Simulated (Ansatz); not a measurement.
A (100) slab of AlCo (Pm-3m (No. 221)), 7 planes, outer planes Al (top) and Al (bottom), with 7 atoms (Al4Co3) in a surface cell of A = 7.967 Å², as cut from the bulk:

```
CELL_PARAMETERS angstrom
2.82259 0.00000 0.00000
0.00000 2.82259 0.00000
0.00000 0.00000 23.46776
ATOMIC_POSITIONS crystal
Al 0.00000 0.00000 0.31959
Co 0.50000 0.50000 0.37972
Al 0.00000 0.00000 0.43986
Co 0.50000 0.50000 0.50000
Al 0.00000 0.00000 0.56014
Co 0.50000 0.50000 0.62028
Al 0.00000 0.00000 0.68041
```

Level of theory: DFT PBEsol, scalar-relativistic, plane waves, PAW in Ansatz 0.2.0. Settings: cutoff 420 eV, Γ-centred mesh 12×12×1 on the computed 7-atom cell, Gaussian smearing of 0.10 eV; no spin polarisation. The cell repeats along c with a dipole correction in the vacuum.

The relaxed slab holds 3 formula units of AlCo and 1 further Al. Against those formula units in the bulk and the further Al in its standard state it lies 1.511 eV higher. The formation energy of AlCo from the standard states is -1.231 eV a formula unit (uncorrected, no zero-point or thermal terms).

Problem. Over what range can the chemical potential of Al vary, and what is the surface energy at both ends?

Solution. In contact with the bulk, μ(Al) + μ(Co) is fixed. With Δμ counted from the standard states, Δμ(Al) ≤ 0 keeps elemental Al from forming, and Δμ(Co) ≤ 0 requires Δμ(Al) ≥ ΔH = -1.231 eV. Other compounds of Al and Co can narrow this range. Then γ, the mean of both faces, = [1.511 eV − 1.00·Δμ(Al)]/(2A). At the Al-rich end (Δμ = 0): 1.511/(2 × 7.967) × 16.02 = 1.52 J/m². At the Al-poor end: (1.511 + 1.231)/(2 × 7.967) × 16.02 = 2.76 J/m².

Problem. How does its energy depend on growth conditions?

Solution. It carries an excess of Al, so its energy falls by 1.01 J/m² for each eV that μ(Al) rises: Al-rich conditions lower it; whether it appears depends on the other terminations.

Spin polarisation was left out, and a magnetic state may lie lower.